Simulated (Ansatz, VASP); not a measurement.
## Au in VASP and in Ansatz

The input INCAR:

```
SYSTEM = Au
ALGO     = Normal         ! electronic algorithm
EDIFF    = 1E-6           ! SCF threshold, eV
ENCUT    = 520            ! plane-wave cutoff, eV
GGA      = RE             ! functional
ISIF     = 2              ! what is computed and relaxed
ISMEAR   = -1             ! smearing method
LASPH    = .TRUE.         ! aspherical terms in the spheres
LCHARG   = .FALSE.        ! write CHGCAR
LREAL    = .FALSE.        ! projectors in reciprocal space
LWAVE    = .FALSE.        ! write WAVECAR
NBANDS   = 24             ! bands
NELM     = 60             ! most SCF steps
PREC     = Accurate       ! precision mode
SIGMA    = 0.1            ! smearing width, eV
```

KPOINTS

```
k-points
0
G
  9 9 12
  0 0 0
```

POSCAR

```
Au
1.0
    4.8961712813      0.0000000000      0.0000000000
   -2.4480856407      4.2402087108      0.0000000000
    0.0000000000      0.0000000000      2.9264847134
Au
3
Direct
    1.0000000000      0.0000000000      0.0000000000
    0.3333333333      0.6666666667      0.5000000000
    0.6666666667      0.3333333333      0.5000000000
```

Input for Ansatz:

```yaml
crystal:
  lattice:
    - [4.8961712813, 0.0, 0.0]
    - [-2.4480856407, 4.2402087108, 0.0]
    - [0.0, 0.0, 2.9264847134]
  atoms:
    - { symbol: Au, position: [1.0, 0.0, 0.0] }
    - { symbol: Au, position: [0.3333333333, 0.6666666667, 0.5] }
    - { symbol: Au, position: [0.6666666667, 0.3333333333, 0.5] }
hamiltonian:
  xc: revpbe
  pseudopotentials:
    kind: paw
    azcp:
      Au: "pseudopotentials/Au.paw.azcp"
basis:
  ecutwfc: 420
  fft_grid_basis: typed
kpoints:
  mp_grid: { grid: [9, 9, 12], shift: [0, 0, 0] }
magnetization:
  spin_polarized: false
scf:
  occupations: { method: fermi_dirac, width: 0.1 }
  lower_state_search: "off"
output:
  stress: true
```

Alike in both runs: task single point; functional revPBE; k mesh 9 × 9 × 12; occupations fermi-dirac, width 0.1 eV; no spin polarisation.

|  | VASP | Ansatz |
| --- | --- | --- |
| version | VASP 6.6.1 | Ansatz 0.2.0 |
| potentials or method | VASP PAW PBE potentials, release 64 (Au) | plane waves (420 eV) with PAW, scalar-relativistic |
| plane-wave cutoff (eV) | 520 | 420 |
| valence electrons in the cell | 33 | 57 |

Ansatz gave:

```
pressure (GPa)                                  : -7.3
largest component of the traceless stress (GPa) : 1.00
```

Question: What did VASP give for the same quantities?

Answer: Pressure (GPa): -7.4; largest component of the traceless stress (GPa): 1.00.

The functional is the same, so the differences come from potentials, cutoffs and numerics. The two sets of potentials don't hold the same shells in valence.

Caveats: the PAW data sets were made with another functional, which shifts forces and pressure a little (VASP). The runs have no spin-orbit coupling, so splittings on Au are missing.
